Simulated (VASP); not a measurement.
A run of VASP 6.6.1 is set up as follows.

The input INCAR:

```
SYSTEM = ZnCu
PREC = Accurate
ENCUT = 520
EDIFF = 1E-7
ISMEAR = 0
SIGMA = 0.15
LREAL = .FALSE.
LASPH = .TRUE.
NELM = 80
ALGO = Fast
ISIF = 2
LWAVE = .FALSE.
LCHARG = .FALSE.
NBANDS = 18
```

The input KPOINTS:

```
Automatic mesh
0
G
  16 16 16
  0 0 0
```

File POSCAR:

```
ZnCu
1.0
    2.7977500000      0.0000000000      0.0000000000
    0.0000000000      2.7977500000      0.0000000000
    0.0000000000      0.0000000000      2.7977500000
Zn Cu
1 1
Direct
    0.5000000000      0.5000000000      0.5000000000
    0.0000000000      0.0000000000      0.0000000000
```

Potentials or basis: VASP PAW LDA potentials, release 64 (Zn, Cu).

Command:

```sh
$ cat potpaw_LDA.64/Zn/POTCAR potpaw_LDA.64/Cu/POTCAR > POTCAR
$ mpirun -np 1 vasp_std > vasp.out
```

**Question.** What does it give for the band gap on the k mesh?

**Answer.** None (metal or under the smearing width).

**Question.** Predict the pressure.

**Answer.** 15.5 GPa.

Caveat: so large a pressure means that the cell lies far from this level's equilibrium, or that cutoff or potentials fall short.
